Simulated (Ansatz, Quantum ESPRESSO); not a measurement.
This is a calculation of Ga for Quantum ESPRESSO 7.5. This isn't the form of Ga at room conditions, which is orthorhombic.

The input pw.in:

```
&CONTROL
  calculation = 'scf'
  prefix = 'pwscf'
  outdir = './tmp'
  pseudo_dir = './pseudo'
  tprnfor = .true.
  tstress = .true.
  disk_io = 'low'
/
&SYSTEM
  ibrav = 0
  celldm(1) = 8
  nat = 2
  ntyp = 1
  ecutwfc = 56
  ecutrho = 448
  nbnd = 27
  occupations = 'smearing'
  smearing = 'fd'
  degauss = 0.00367493
/
&ELECTRONS
  conv_thr = 4d-10
  electron_maxstep = 120
  mixing_beta = 0.5
/
ATOMIC_SPECIES
Ga    69.7230 ga_pbesol_v1.4.uspp.F.UPF
CELL_PARAMETERS alat
  0.3266864037947  -0.9511227801007   0.0000000000000
  0.3266864037947   0.9511227801007   0.0000000000000
 -0.0277429498994   0.0000000000000   0.7865818323690
ATOMIC_POSITIONS crystal
Ga     0.1310000000    0.8690000000    0.7500000000
Ga     0.8690000000    0.1310000000    0.2500000000
K_POINTS automatic
10 10 8 0 0 0
```

Contents of pp_density.in:

```
&INPUTPP
  prefix = 'pwscf'
  outdir = './tmp'
  filplot = 'density.dat'
  plot_num = 0
/
&PLOT
  nfile = 1
  filepp(1) = 'density.dat'
  iflag = 3
  output_format = 6
  fileout = 'density.cube'
/
```

File pp_potential.in:

```
&INPUTPP
  prefix = 'pwscf'
  outdir = './tmp'
  filplot = 'potential.dat'
  plot_num = 11
/
&PLOT
  nfile = 1
  filepp(1) = 'potential.dat'
  iflag = 3
  output_format = 6
  fileout = 'potential.cube'
/
```

Potentials or basis: GBRV 1.5 PBEsol.

The run is started by

```sh
$ OMP_NUM_THREADS=1 mpirun -n 2 pw.x -nk 2 -in pw.in > pw.out
$ OMP_NUM_THREADS=1 mpirun -n 1 pp.x -in pp_density.in > pp_density.out
$ OMP_NUM_THREADS=1 mpirun -n 1 pp.x -in pp_potential.in > pp_potential.out
```

Question: What does the same run look like in Ansatz 0.2.0? Potentials or basis there: all-electron LAPW, scalar-relativistic.

Answer: As run (cutoffs and basis follow the program's own potentials, and thresholds, step limits or extra output files can differ):

File input.yaml:

```yaml
crystal:
  lattice:
    - [1.383, -4.0265, 0.0]
    - [1.383, 4.0265, 0.0]
    - [-0.1174474948, 0.0, 3.3299294416]
  atoms:
    - { symbol: Ga, position: [0.131, 0.869, 0.75] }
    - { symbol: Ga, position: [0.869, 0.131, 0.25] }
kpoints:
  mp_grid: { grid: [10, 10, 8] }
scf:
  occupations: { method: fermi_dirac, width: 0.05 }
hamiltonian:
  xc: pbesol
  pseudopotentials: { kind: all_electron, lapw: { basis_error: 0.001 } }
output:
  forces: true
  stress: true
  eigenvalues: true
  populations: true
```

Potentials or basis: all-electron LAPW, scalar-relativistic.

Launch:

```console
$ ansatz run input.yaml --threads 1 --pin off --max-ram 3072MiB --backend cpu --events-out ev --progress --plain --runs-dir out
```

Both were run:

|  | Quantum ESPRESSO | Ansatz |
| --- | --- | --- |
| Pressure | -1.9 GPa | -1.9 GPa |
| Largest force | 0.195 eV/Å | 0.196 eV/Å |

Where Ansatz's input types no cutoff or centring, it takes its own default and a Γ-centred mesh.

Pressure is positive in compression.
